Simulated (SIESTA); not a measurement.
Crystal: Ta.

```
Ta
1.0
    -1.65128    1.65128    1.65128
     1.65128   -1.65128    1.65128
     1.65128    1.65128   -1.65128
Ta
1
Direct
  0.00000 0.00000 0.00000
```

Base run:

* Program: SIESTA 5.4.2
* Functional: PBE
* Potentials or basis: PseudoDojo 0.4 standard (PBE files)
* Basis: DZP (energy shift 0.003 Ry; two zetas on semicore shells)
* Grid cutoff: 800 Ry
* Energy shift: 0.003 Ry
* k mesh: 11 × 11 × 11
* Occupations: fermi-dirac, width 0.05 eV
* Spin: no spin polarisation

Its results: band gap on the k mesh none (metal or under the smearing width); pressure 3.3 GPa.

Q: The run is repeated on the same cell with these changes: functional from PBE to vdW-DF-cx. What comes out?

A: Band gap on the k mesh none (metal or under the smearing width); pressure -2.8 GPa.

Caveats: short orbitals over semicore shells can move pressures by several GPa; spin-orbit coupling is left out, which moves the levels of the heavy elements; the basis of atomic orbitals isn't converged, which shifts pressures, moduli and gaps; the potentials were made for another functional, which shifts forces and pressure (some runs).
